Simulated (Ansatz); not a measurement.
**CdI2: Electric field gradients**

The cell is a computed structure from the Materials Project (it need not be an observed phase), ions relaxed with r2SCAN at fixed cell.

```
Cd I
1.0
     4.28870    0.00000    0.00000
    -2.14435    3.71413    0.00000
     0.00000    0.00000   21.84685
Cd I
3 6
Direct
  0.66667 0.33333 0.33317
  0.33333 0.66667 0.66683
  0.00000 0.00000 0.00000
  0.33333 0.66667 0.07856
  0.33333 0.66667 0.41172
  0.66667 0.33333 0.92144
  0.66667 0.33333 0.58828
  0.00000 0.00000 0.25459
  0.00000 0.00000 0.74541
```

Atoms are numbered from 1 in the order listed; like atoms form one site, named after its first atom.

Computed with Ansatz: DFT, r2SCAN, plane waves and PAW, scalar-relativistic, 500 eV cutoff, Γ-centred 8×8×2 k-points, Fermi–Dirac smearing 0.01 eV.

V_zz is the principal component of the electric field gradient with the largest magnitude, η = (V_xx − V_yy)/V_zz and C_Q = eQV_zz/h. ν_Q = 3|C_Q|/[2I(2I − 1)].

I-127: I = 5/2, Q = -688.2 mb. Nuclear quadrupole moments: year-2017 set (Pyykkö).

**Question.** Which values are expected at the nuclei?

**Answer.** 

| site | atoms (order as listed) | first shell | C_Q (MHz) | η | ν_Q (MHz) |
| --- | --- | --- | --- | --- | --- |
| I4 | 4, 6 | 3 Cd at 3.01 Å | 100 | 0.00 | 15.0 |
| I5 | 5, 7 | 3 Cd at 3.01 Å | 99.4 | 0.00 | 14.9 |
| I8 | 8, 9 | 3 Cd at 3.01 Å | 97.9 | 0.00 | 14.7 |

An axis of threefold or higher order runs through I4, I5 and I8, so V_zz lies along it and η is zero.

Cd has no stable isotope with a ground-state quadrupole moment in the table, so these sites are left out.

Without spin–orbit coupling the gradients at and beside I can be off by some per cent, at some sites by more. With these PAW files V_zz is typically within 2 to 3 % of all-electron values, but misses above 10 % occur on I.

The relaxation (3 steps) took 4.4 min of wall time (4.5 min of CPU time) and 1.8 GiB at its peak, on 1 thread of Arm Neoverse V1 (aarch64; 8 cores open to the job, memory cap 3.0 GiB, no GPU), a shared host with a load of 0.5 a core.
